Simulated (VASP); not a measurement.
# SbH3 in VASP: further runs

One molecule, SbH3, is run at these levels: PBE+TS, PBE, PBE+D3(BJ), BLYP; tasks: atomic charges, electron localisation function, relaxation of the atoms.

Everything below comes from runs of VASP 6.6.1. Logs are shortened: lines on timing, memory, paths and dates and some standing lists are left out, and cuts for length are marked.

## 1. Starting point

The cell holds a molecule in a box, 4 atoms: a = 11.000 Å, b = 12.000 Å, c = 11.000 Å, α = 90.00°, β = 90.00°, γ = 90.00°.

## 2. Atomic charges, PBE+TS

INCAR

```
ALGO     = Fast           # electronic algorithm
EDIFF    = 1E-6           # SCF threshold, eV
ENCUT    = 520            # plane-wave cutoff, eV
GGA      = PE             # functional
ISIF     = 2              # what is computed and relaxed
ISMEAR   = 0              # smearing method
IVDW     = 2              # dispersion correction
LASPH    = T              # aspherical terms in the spheres
LCHARG   = F              # write CHGCAR
LORBIT   = 11             # projections on sites
LREAL    = F              # projectors in reciprocal space
LWAVE    = F              # write WAVECAR
NELM     = 80             # most SCF steps
PREC     = Accurate       # precision mode
SIGMA    = 0.01           # smearing width, eV
```

KPOINTS

```
k-points
0
Gamma
  1 1 1
```

POSCAR

```
SbH3
1.0
   11.0000000000      0.0000000000      0.0000000000
    0.0000000000     12.0000000000      0.0000000000
    0.0000000000      0.0000000000     11.0000000000
Sb H
1 3
Direct
    0.5515363600      0.4660375000      0.4401545500
    0.5867727300      0.4978708300      0.5872818200
    0.4155909100      0.4098208300      0.4831909100
    0.4863272700      0.5936791700      0.4189000000
```

Potentials or basis: VASP PAW PBE potentials, release 64 (Sb, H).

Started as:

```sh
$ cat potpaw_PBE.64/Sb/POTCAR potpaw_PBE.64/H/POTCAR > POTCAR
$ mpirun -np 1 vasp_gam > vasp.out
```

OUTCAR:

```text
EDIFF = 1E-6
   ENCUT = 520
   GGA = PE
   ISIF = 2
   ISMEAR = 0
   IVDW = 2
   LASPH = T
   LORBIT = 11
   LREAL = F
   NELM = 80
   PREC = Accurate
  IVDW =   2

 ion  position               nearest neighbor table
   1  0.552  0.466  0.440-   4 1.71   2 1.71   3 1.71
   2  0.587  0.498  0.587-   1 1.71
   3  0.416  0.410  0.483-   1 1.71
   4  0.486  0.594  0.419-   1 1.71

  LATTYP: Found a simple tetragonal cell.
 ALAT       =    11.0000000000
 C/A-ratio  =     1.0909090909

  Lattice vectors:

 A1 = ( -11.0000000000,   0.0000000000,   0.0000000000)
 A2 = (   0.0000000000,   0.0000000000,  11.0000000000)
 A3 = (   0.0000000000,  12.0000000000,   0.0000000000)

Analysis of symmetry for initial positions (statically):
=====================================================================
 Subroutine PRICEL returns:
 Original cell was already a primitive cell.

 Routine SETGRP: Setting up the symmetry group for a
 simple tetragonal supercell.

 Subroutine GETGRP returns: Found  1 space group operations
 (whereof  1 operations were pure point group operations)
 out of a pool of 16 trial point group operations.

The static configuration has the point symmetry C_1 .

Analysis of symmetry for dynamics (positions and initial velocities):
=====================================================================
 Subroutine PRICEL returns:
 Original cell was already a primitive cell.

 Routine SETGRP: Setting up the symmetry group for a
 simple tetragonal supercell.

 Subroutine GETGRP returns: Found  1 space group operations
 (whereof  1 operations were pure point group operations)
 out of a pool of 16 trial point group operations.

The dynamic configuration has the point symmetry C_1 .

 Subroutine INISYM returns: Found  1 space group operations
 (whereof  1 operations are pure point group operations),
 and found     1 'primitive' translations

----------------------------------------------------------------------------------------

                                     Primitive cell

  volume of cell :    1452.0000

  direct lattice vectors                    reciprocal lattice vectors
    11.000000000  0.000000000  0.000000000     0.090909091  0.000000000  0.000000000
     0.000000000 12.000000000  0.000000000     0.000000000  0.083333333  0.000000000
     0.000000000  0.000000000 11.000000000     0.000000000  0.000000000  0.090909091

  length of vectors
    11.000000000 12.000000000 11.000000000     0.090909091  0.083333333  0.090909091

  position of ions in fractional coordinates (direct lattice)
     0.551536360  0.466037500  0.440154550
     0.586772730  0.497870830  0.587281820
     0.415590910  0.409820830  0.483190910
     0.486327270  0.593679170  0.418900000

  ion indices of the primitive-cell ions
   primitive index   ion index
                 1           1
                 2           2
                 3           3
                 4           4

----------------------------------------------------------------------------------------

 KPOINTS: k-points

Automatic generation of k-mesh.
 Grid dimensions read from file:
 generate k-points for:    1    1    1

 Generating k-lattice:

  Cartesian coordinates                     Fractional coordinates (reciprocal lattice)
     0.090909091  0.000000000  0.000000000     1.000000000  0.000000000  0.000000000
     0.000000000  0.083333333  0.000000000     0.000000000  1.000000000  0.000000000
     0.000000000  0.000000000  0.090909091     0.000000000  0.000000000  1.000000000

  Length of vectors
     0.090909091  0.083333333  0.090909091

  Shift w.r.t. Gamma in fractional coordinates (k-lattice)
     0.000000000  0.000000000  0.000000000

 Subroutine IBZKPT returns following result:
 ===========================================

 Found      1 irreducible k-points:

 Following reciprocal coordinates:
            Coordinates               Weight
  0.000000  0.000000  0.000000      1.000000
   k-points           NKPTS =      1   k-points in BZ     NKDIM =      1   number of bands    NBANDS=      8
   number of dos      NEDOS =    301   number of ions     NIONS =      4
   total plane-waves  NPLWV = 635040
   dimension x,y,z NGX =    84 NGY =   90 NGZ =   84
   dimension x,y,z NGXF=   168 NGYF=  180 NGZF=  168
   ions per type =               1   3
   NGX,Y,Z   is equivalent  to a cutoff of  12.70, 12.47, 12.70 a.u.
   NGXF,Y,Z  is equivalent  to a cutoff of  25.39, 24.94, 25.39 a.u.
 SYSTEM =  unknown system
   PREC   = accura    normal or accurate (medium, high low for compatibility)
   ISTART =      0    job   : 0-new  1-cont  2-samecut
   ICHARG =      2    charge: 1-file 2-atom 10-const
   ISPIN  =      1    spin polarized calculation?
   LNONCOLLINEAR =      F non collinear calculations
   LSORBIT =      F    spin-orbit coupling
   LASPH  =      T    aspherical Exc in radial PAW
   ENCUT  =  520.0 eV  38.22 Ry    6.18 a.u.  20.45 22.31 20.45*2*pi/ulx,y,z
   NELM   =     80;   NELMIN=  2; NELMDL= -5     # of ELM steps
   EDIFF  = 0.1E-05   stopping-criterion for ELM
   LREAL  =      F    real-space projection
[... 7 lines left out ...]
   TEBEG  =    0.0;   TEEND  =   0.0 temperature during run
   PSTRESS=    0.0 pullay stress
   NELECT =       8.0000    total number of electrons
   NUPDOWN=      -1.0000    fix difference up-down
   EMIN   =  10.00;   EMAX   =-10.00  energy-range for DOS
   EFERMI =   0.00;   METHOD = LEGACY
   ISMEAR =     0;   SIGMA  =   0.01  broadening in eV -4-tet -1-fermi 0-gaus
   EFERMI_NEDOS =   21; number of points for ismear=-14 and -15
   IALGO  =     68    algorithm
   IMIX   =      4    mixing-type and parameters
     AMIX     =   0.40;   BMIX     =  1.00
     AMIX_MAG =   1.60;   BMIX_MAG =  1.00
  volume/ion in A,a.u.               =     363.00      2449.64
  Fermi-wavevector in a.u.,A,eV,Ry     =   0.289145  0.546405  1.137514  0.083605
  Thomas-Fermi vector in A             =   1.146600
   LORBIT       =     11    0 simple, 1 ext, 2 COOP (PROOUT), +10 PAW based schemes
   GGA     = PE    functional components
   LHFCALC =     F    Hartree Fock is set to
   AEXX    =    0.0000 exact exchange contribution
   IVDW    =     2    specifies the selected vdW correction
   LEPSILON=     F    determine dielectric tensor
   LRPA    =     F    only Hartree local field effects (RPA)
 non-spin polarized calculation
 RMM-DIIS sequential band-by-band and
 Gauss-broadening in eV      SIGMA  =   0.01
  energy-cutoff  :      520.00
  volume of cell :     1452.00
 maximum number of plane-waves:     19579
 NGX is ok and might be reduce to    84
   NGX = 41   NGY = 45   NGZ = 41

 number of electron       8.0000001 magnetization

 Free energy of the ion-electron system (eV)
  ---------------------------------------------------
  ext. energy  EPLUGINS =         0.00000000
  ---------------------------------------------------
  free energy    TOTEN  =       -13.15887967 eV

  energy without entropy =      -13.15887967  energy(sigma->0) =      -13.15887967

 E-fermi :  -6.1190     XC(G=0):  -0.7705

 val. band max:       -6.2027155908   @ k =   0.0000   0.0000   0.0000
 cond. band min:      -0.7460876130   @ k =   0.0000   0.0000   0.0000
 fundamental gap:      5.4566279778
 Fermi energy:        -6.1190208665

 k-point     1 :       0.0000    0.0000    0.0000
  band No.  band energies     occupation
      1     -14.1430      2.00000
      2      -8.1238      2.00000
      3      -8.1234      2.00000
      4      -6.2027      2.00000
      5      -0.7461      0.00000
      6      -0.7383      0.00000
      7      -0.6737      0.00000
      8       0.6945      0.00000

------------------------ aborting loop because EDIFF is reached ----------------------------------------

  Hirshfeld charges:
            ion         q(e)
   ------------------------------
      1     Sb       0.19918273
      2     H       -0.06637963
      3     H       -0.06640419
      4     H       -0.06639891

  Tkatchenko/Scheffler method for vdW energy calculation

  Number of pair interactions contributing to vdW energy:    3574

  Edisp (eV):   -0.00307

  FORCE on cell =-STRESS in cart. coord.  units (eV):
  Direction    XX          YY          ZZ          XY          YZ          ZX
  --------------------------------------------------------------------------------------
  -------------------------------------------------------------------------------------
  Total       0.56630     0.54978     0.56752    -0.01981     0.01963    -0.02896
  in kB       0.62487     0.60664     0.62622    -0.02186     0.02166    -0.03195
  external pressure =        0.62 kB  Pullay stress =        0.00 kB

 VOLUME and BASIS-vectors are now :
 -----------------------------------------------------------------------------
  energy-cutoff  :      520.00
  volume of cell :     1452.00
      direct lattice vectors                 reciprocal lattice vectors
    11.000000000  0.000000000  0.000000000     0.090909091  0.000000000  0.000000000
     0.000000000 12.000000000  0.000000000     0.000000000  0.083333333  0.000000000
     0.000000000  0.000000000 11.000000000     0.000000000  0.000000000  0.090909091

 POSITION                                       TOTAL-FORCE (eV/Angst)
 -----------------------------------------------------------------------------------
      6.06690      5.59245      4.84170         0.424146     -0.288295     -0.431336
      6.45450      5.97445      6.46010         0.049769      0.089998      0.335345
      4.57150      4.91785      5.31510        -0.311491     -0.112661      0.115885
      5.34960      7.12415      4.60790        -0.162424      0.310959     -0.019894
 -----------------------------------------------------------------------------------
    total drift:                                0.000014     -0.000346     -0.000130

  FREE ENERGIE OF THE ION-ELECTRON SYSTEM (eV)
  ---------------------------------------------------
  free  energy   TOTEN  =       -13.1619455704 eV

  energy  without entropy=      -13.1619455704  energy(sigma->0) =      -13.16194557

 total charge

# of ion       s       p       d       tot
------------------------------------------
    1        1.154   1.327   0.052   2.534
    2        0.526   0.010   0.000   0.536
    3        0.526   0.010   0.000   0.536
    4        0.526   0.010   0.000   0.536
--------------------------------------------------
tot          2.732   1.359   0.052   4.142
```

Run time: 1.8 min. Hardware: 1 thread of Intel Xeon Platinum 8488C (Sapphire Rapids), shared host; peak memory 1.1 GiB.

Results:

- Free energy: -13.1619 eV
- Largest force: 0.670 eV/Å
- Gap between the frontier levels: 5.46 eV
- Valence electrons inside the program's atomic spheres: Sb 2.53; H 0.54
- Hirshfeld charges: Sb +0.20; H -0.07 e
- Dispersion energy per atom: -0.001 eV

Forces on the atoms (eV/Å):
```
Sb   0.424 -0.288 -0.431
H    0.050  0.090  0.335
H   -0.311 -0.113  0.116
H   -0.162  0.311 -0.020
```

Caveat: spin-orbit coupling is left out, which moves the levels of the heavy elements.

(Part 1 of 2 ends here.)
